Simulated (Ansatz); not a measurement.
# Co (P6_3/mmc): energies of magnetic orders

One table from this session's results is given with a row withheld; the runs are named, their logs left out.

Method: DFT PBE, scalar-relativistic, plane waves, PAW, in Ansatz 0.2.0.

2 further runs of the same task are left out: 2 set aside as unsound or not needed.

## The system as given

Symmetry: P6_3/mmc, No. 194, hexagonal system. Conventional cell: a = 2.494 Å, b = 2.494 Å, c = 4.030 Å, α = 90.00°, β = 90.00°, γ = 120.00°. Co (site symmetry -6m2) has 12 Co at 2.48 to 2.49 Å as nearest neighbours.

Structure file:

```cif
data_structure
_symmetry_space_group_name_H-M 'P6_3/mmc'
_symmetry_Int_Tables_number 194
_cell_length_a 2.4937
_cell_length_b 2.4937
_cell_length_c 4.0301
_cell_angle_alpha 90.000
_cell_angle_beta 90.000
_cell_angle_gamma 120.000
_cell_volume 21.70
loop_
_atom_site_label
_atom_site_type_symbol
_atom_site_symmetry_multiplicity
_atom_site_Wyckoff_symbol
_atom_site_fract_x
_atom_site_fract_y
_atom_site_fract_z
_atom_site_occupancy
Co1 Co 2 c 0.33333 0.66667 0.25000 1
```

An earlier run at PBE left this cell at 10.852 Å³/atom and -0.02 GPa (20×20×12 mesh).

Set-up of the first run:

The input, input.yaml:

```yaml
crystal:
  lattice:
    - [2.4937131652, 0.0, 0.0]
    - [-1.2468565826, 2.1596189508, 0.0]
    - [0.0, 0.0, 4.0300901819]
  atoms:
    - { symbol: Co, position: [0.3333333333, 0.6666666667, 0.25], spin: 1.5 }
    - { symbol: Co, position: [0.6666666667, 0.3333333333, 0.75], spin: -1.5 }
basis:
  ecutwfc: 420
  ecutrho_ratio: 4
kpoints:
  mp_grid: { grid: [20, 20, 12] }
hamiltonian:
  xc: pbe
scf:
  occupations: { method: gaussian, width: 0.05 }
  lower_state_search: "off"
output:
  forces: true
  stress: true
  eigenvalues: true
  populations: true
magnetization:
  spin_polarized: true
```

Run with:

```bash
> ansatz run input.yaml --threads 2 --pin off --max-ram 5120MiB --backend cpu --events-out ev --progress --plain --runs-dir out
```

Steps of the session up to this table: Antiferromagnetic, in the cell as typed; Ferromagnetic, larger cell; Antiferromagnetic, propagation vector (0, 0, 1/2); Antiferromagnetic, propagation vector (0, 1/2, 0); No spin polarisation.

One of the session's tables, all rows but one given; the rest of the session is left out.

```
                                            order  above the lowest (meV/atom)  largest moment (μB)  pressure (GPa)
                                    ferromagnetic                          0.0                 1.68             0.0
          antiferromagnetic, in the cell as typed                        231.8                 0.94            -6.7
antiferromagnetic, propagation vector (0, 0, 1/2)                            ?                    ?               ?
antiferromagnetic, propagation vector (0, 1/2, 0)                        238.4                 0.00           -11.3
                             no spin polarisation                        238.7                 0.00           -11.3
```

**Question.** Estimate the row for antiferromagnetic, propagation vector (0, 0, 1/2).

**Answer.** above the lowest (meV/atom): 120.8; largest moment (μB): 1.51; pressure (GPa): -1.2. In the column «above the lowest (meV/atom)» it lies between ferromagnetic (0.0) and antiferromagnetic, in the cell as typed (231.8).

The first row is the run of the earlier session that started with parallel moments (-5126.1522 eV/atom). A larger cell is measured against the parallel state in that same cell where that was run, so that mesh errors cancel.

To keep in mind: Where the order wasn't kept, moments died or turned during the run, so that row belongs to another state than the one started. Only these orders were tried, at zero temperature; the one found in experiment may not be among them. Warnings in the runs' records: negative dielectric reading, seeded moment not kept.
